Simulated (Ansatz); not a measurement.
Deforming AgCl

```yaml
crystal:
  lattice:
    - [0.00000, 2.80520, 2.80520]
    - [2.80520, 0.00000, 2.80520]
    - [2.80520, 2.80520, 0.00000]
  atoms:
    - { symbol: Ag, position: [0.00000, 0.00000, 0.00000] }
    - { symbol: Cl, position: [0.50000, 0.50000, 0.50000] }
```

Atoms are numbered in the order listed.

The cell was built from the rocksalt type and relaxed in the same program, and has space group Fm-3m; it needn't be a known or the stable phase.

Level of theory: DFT, PBE, all-electron LAPW, scalar-relativistic (Ansatz 0.2.0).

The runs use a Γ-centred 12×12×12 k mesh, Fermi–Dirac smearing of 0.08 eV, basis error target 0.5 meV/atom, no spin polarisation.

The unchanged cell is at 0.02 GPa.

Semilocal functionals give too small gaps.

x, y and z are the Cartesian axes of the cell as listed; fractional coordinates follow a strain, and an engineering shear is twice the off-diagonal strain component.

One change gave: energy change under 1 meV/atom; stress change (xx, yy, zz, yz, xz, xy) 0.00, 0.00, 0.00, 0.09, 0.09, 0.09 GPa, compression positive; gap on the k mesh 0.92 → 0.91 eV. Which change was it?
A. atom 1 (Ag) moved by (0.0354, 0.0354, 0.0000) Å
B. z strained by -1.5 % at fixed volume
C. equal xy, yz and zx engineering shear strains of -1.5 %

C. For z strained by -1.5 % at fixed volume: energy change under 1 meV/atom; stress change (xx, yy, zz, yz, xz, xy) -0.08, -0.08, 0.28, 0.00, 0.00, 0.00 GPa, compression positive; gap on the k mesh 0.92 → 0.86 eV. For atom 1 (Ag) moved by (0.0354, 0.0354, 0.0000) Å: energy change under 1 meV/atom; stress change (xx, yy, zz, yz, xz, xy) 0.05, 0.05, 0.00, 0.00, 0.00, -0.01 GPa, compression positive; change of the force on Ag1 (-0.030, -0.030, 0.000) eV/Å; gap on the k mesh 0.92 → 0.92 eV.

What force constant does this one finite step give for Ag1 along its displacement (all its periodic images move with it)?

k = −ΔF·u/|u|² = 0.84 eV/Å², so the force pulls the atom back.
